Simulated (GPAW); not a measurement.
Runs of GPAW 26.7.0 on ZnCu2SnS4. The structure is tetragonal, space group I-4 (No. 82). The conventional cell has a = 5.434 Å, b = 5.434 Å, c = 10.850 Å, α = 90.00°, β = 90.00°, γ = 90.00°. Sn (site symmetry -4) is surrounded by 4 S at 2.41 Å. Around Zn (site symmetry -4) lie 4 S at 2.33 Å. Cu (site symmetry -4) is surrounded by 4 S at 2.33 Å. Around Cu (site symmetry -4) lie 4 S at 2.33 Å. S (site symmetry 1) is surrounded by 1 Zn at 2.33 Å and 2 Cu at 2.33 Å and 1 Sn at 2.41 Å. 

```tsv
task	level	U	smearing	response ecut	eta	maxiter	response k mesh	domega0	gap on the mesh (eV)
optical spectrum	PBE	-	fermi-dirac 0.001 eV	50 eV	0.1 eV	150	4 × 4 × 4	0.05 eV	0.30
single point	PBE	-	fermi-dirac 0.05 eV	-	-	120	-	-	0.30
optical spectrum	PBE+U	Cu d U = 2.0 eV	fermi-dirac 0.001 eV	50 eV	0.1 eV	150	4 × 4 × 4	0.05 eV	0.47
optical spectrum	PBE+U	Cu d U = 8.0 eV	fermi-dirac 0.001 eV	50 eV	0.1 eV	150	4 × 4 × 4	0.05 eV	0.96
optical spectrum	PBE+U	Cu d U = 4.0 eV	fermi-dirac 0.001 eV	50 eV	0.1 eV	150	4 × 4 × 4	0.05 eV	(a)
optical spectrum	PBE+U	Cu d U = 6.0 eV	fermi-dirac 0.001 eV	50 eV	0.1 eV	150	4 × 4 × 4	0.05 eV	0.81
```

Alike in all rows: potentials or basis GPAW PAW data sets (gpaw-data 1.2.1), pw; no spin polarisation; cell as given; k mesh 5 × 5 × 5; cutoff (eV) 450.

Task: Estimate the missing entries.

Result: (a) 0.65.

Caveats: spin-orbit coupling is left out, which moves the levels of the heavy elements; with so narrow a direct gap the onset needs a denser k mesh (some runs); the long-wavelength limit can be off by several per cent where d states take part (some runs); spectra need much finer meshes, so this one isn't converged (some runs); independent-particle spectra lack excitons (some runs); response on these states lacks terms of the Hamiltonian (some runs).

A k mesh can miss the band edges, and the runs leave out spin-orbit coupling on Sn.
